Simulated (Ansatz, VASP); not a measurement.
This is a calculation of HfO2 for VASP 6.6.1.

Contents of INCAR:

```
SYSTEM = HfO2
PREC = Accurate
ENCUT = 520
EDIFF = 1E-6
ISMEAR = -1
SIGMA = 0.05
LREAL = .FALSE.
LASPH = .TRUE.
NELM = 60
ALGO = Normal
ISIF = 2
LWAVE = .FALSE.
LCHARG = .TRUE.
GGA = PS
LELF = .TRUE.
LVHAR = .TRUE.
NBANDS = 31
```

File KPOINTS:

```
Automatic mesh
0
G
  6 6 8
  0 0 0
```

File POSCAR:

```
HfO2
1.0
    4.7484772721      0.0000000000      0.0000000000
    0.0000000000      4.7484772721      0.0000000000
    0.0000000000      0.0000000000      3.1620936750
Hf O
2 4
Direct
    0.5000000000      0.5000000000      0.5000000000
    0.0000000000      0.0000000000      0.0000000000
    0.8050448800      0.1949551200      0.5000000000
    0.6949551200      0.6949551200      0.0000000000
    0.3050448800      0.3050448800      0.0000000000
    0.1949551200      0.8050448800      0.5000000000
```

Potentials or basis: VASP PAW PBE potentials, release 64 (Hf_pv, O).

Command:

```console
$ cat potpaw_PBE.64/Hf_pv/POTCAR potpaw_PBE.64/O/POTCAR > POTCAR
$ mpirun -np 1 vasp_std > vasp.out
```

Task: Translate it to Ansatz 0.2.0. Potentials there: all-electron LAPW, scalar-relativistic.

Result: As run (the cutoff follows the program's own potentials):

File input.yaml:

```yaml
crystal:
  lattice:
    - [4.7484772721, 0.0, 0.0]
    - [0.0, 4.7484772721, 0.0]
    - [0.0, 0.0, 3.162093675]
  atoms:
    - { symbol: Hf, position: [0.5, 0.5, 0.5] }
    - { symbol: Hf, position: [0.0, 0.0, 0.0] }
    - { symbol: O, position: [0.80504488, 0.19495512, 0.5] }
    - { symbol: O, position: [0.69495512, 0.69495512, 0.0] }
    - { symbol: O, position: [0.30504488, 0.30504488, 0.0] }
    - { symbol: O, position: [0.19495512, 0.80504488, 0.5] }
kpoints:
  mp_grid: { grid: [6, 6, 8] }
scf:
  occupations: { method: fermi_dirac, width: 0.05 }
hamiltonian:
  xc: pbesol
  pseudopotentials: { kind: all_electron, lapw: { basis_error: 0.001 } }
output:
  forces: true
  stress: true
  eigenvalues: true
```

Potentials or basis: all-electron LAPW, scalar-relativistic.

Run with:

```bash
$ ansatz run input.yaml --threads 4 --pin off --max-ram 12288MiB --backend cpu --events-out ev --progress --plain --runs-dir out
```

Both were run:

|  | VASP | Ansatz | Ansatz less VASP |
| --- | --- | --- | --- |
| gap on the k mesh at the Fermi level (eV) | 4.03 | 4.08 | +0.052 |
| least direct gap on the mesh (eV) | 4.03 | 4.08 | +0.052 |
| pressure (GPa) | 9.5 | 12.4 | +2.95 |
| largest component of the traceless stress (GPa) | 1.40 | 1.87 | +0.470 |
| rms of the force components (eV/Å) | 0.051 | 0.074 | +0.0236 |

Atom by atom the forces differ by 0.024 eV/Å (rms over components). Ansatz ran all-electron here, so the differences hold the error of VASP's frozen core and of both bases.

Caveats: spin-orbit coupling is left out, which moves the levels of the heavy elements; the PAW data sets were made with another functional, which shifts forces and pressure a little (VASP). A k mesh can miss the band edges.
